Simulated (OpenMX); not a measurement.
ZnS: single point with LDA

ZnS:

```
CELL_PARAMETERS angstrom
0.00000 2.70200 2.70200
2.70200 0.00000 2.70200
2.70200 2.70200 0.00000
ATOMIC_POSITIONS crystal
Zn 0.75000 0.75000 0.75000
S 0.98692 0.00000 0.00000
```

The cell isn't the ideal one: atom 2 moved by [0.0, -0.0354, -0.0354] A.

| Item | Value |
| --- | --- |
| Program | OpenMX 3.8.5 |
| Task | single point |
| Functional | LDA |
| Potentials or basis | OpenMX 2013 LDA set, Zn6.0S-s2p2d1, S7.0-s2p2d1, grid cutoff 700 Ry |
| k mesh | 5 × 5 × 5 |
| Occupations | fermi-dirac, width 0.008617 eV |
| Spin | no spin polarisation |

```json
{
  "Largest force": "0.066 eV/Å",
  "Band gap on the k mesh": "none (metal or under the smearing width)",
  "Mulliken charges": "Zn -0.12; S -0.88 e"
}
```

Forces in eV/Å, atoms in the order of the input:
```
Zn   0.002 -0.046 -0.046
S   -0.002  0.046  0.046
```

Levels at points of the mesh, in eV from the Fermi level:
| k point | band 6 | band 7 | band 8 | band 9 | band 10 | band 11 | band 12 | band 13 | band 14 | band 15 |
| --- | --- | --- | --- | --- | --- | --- | --- | --- | --- | --- |
| (0.00, 0.00, 0.00) | -10.38 | -4.32 | -4.26 | -4.22 | -2.46 | 1.63 | 1.65 | 1.69 | 8.43 | 8.43 |

It took 50 s on 1 thread of Arm Neoverse V1, with other jobs on the host, peak memory 0.9 GiB.

Caveat: the k mesh is coarse (spacing up to 0.40 Å⁻¹), so the values aren't converged; the cell carries a net charge on a neutralising background, which shifts energy and pressure; Mulliken charges move with the basis; the basis of atomic orbitals isn't converged, which shifts pressures, moduli and gaps.
